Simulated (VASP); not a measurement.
Set up this calculation in VASP 6.6.1, as the native input.

| Item | Value |
| --- | --- |
| Task | single point |
| Functional | PBEsol |
| Potentials or basis | VASP PAW PBE potentials, release 64 (Co, Si) |
| Cutoff | 520 eV |
| k mesh | 6 × 6 × 6 |
| Occupations | gaussian, width 0.1 eV |
| Spin | collinear spin, typed start |
| Starting moments | [3.0, 0.0] μB |
| Dipole correction | no |
| Further INCAR settings | ALGO = Normal; EDIFF = 1e-06; NBANDS = 18 |

The structure of CoSi lies in POSCAR:

```
CoSi
1.0
    2.7813340000      0.0000000000      0.0000000000
    0.0000000000      2.7813340000      0.0000000000
    0.0000000000      0.0000000000      2.7813340000
Co Si
1 1
Direct
    0.0000000000      0.0000000000      0.0000000000
    0.5000000000      0.5000000000      0.5000000000
```

Measurements of this composition are mostly on another form, of space group No. 198.

These files were run (other wordings do the same):

INCAR

```
PREC = Accurate
ENCUT = 520
EDIFF = 1E-6
ISMEAR = 0
SIGMA = 0.1
LREAL = False
LASPH = True
NELM = 150
ALGO = Normal
ISIF = 2
LWAVE = False
LCHARG = False
ISPIN = 2
MAGMOM = 3 0
LORBIT = 11
LMAXMIX = 4
GGA = PS
NBANDS = 18
```

KPOINTS

```
regular mesh
0
Gamma
  6 6 6
```

Potentials or basis: VASP PAW PBE potentials, release 64 (Co, Si).

The run is started by

```console
$ cat potpaw_PBE.64/Co/POTCAR potpaw_PBE.64/Si/POTCAR > POTCAR
$ mpirun -np 1 vasp_std > vasp.out
```

Results of the run:

```yaml
Pressure: -5.6 GPa
Band_gap_on_the_k_mesh: none (metal or under the smearing width)
Net_moment: 0.72 μB per cell
Site_moments: Co +0.72; Si +0.01 μB
Valence_electrons_inside_the_program's_atomic_spheres: Co 8.61; Si 1.57
```

Caveat: the k mesh is coarse (spacing up to 0.38 Å⁻¹), so the values aren't converged; the PAW data sets were made with another functional, which shifts forces and pressure a little.

Wall time 6.4 s on 1 thread of Intel(R) Xeon(R) 6975P-C (Granite Rapids), with other jobs on the host, peak memory 0.15 GiB.
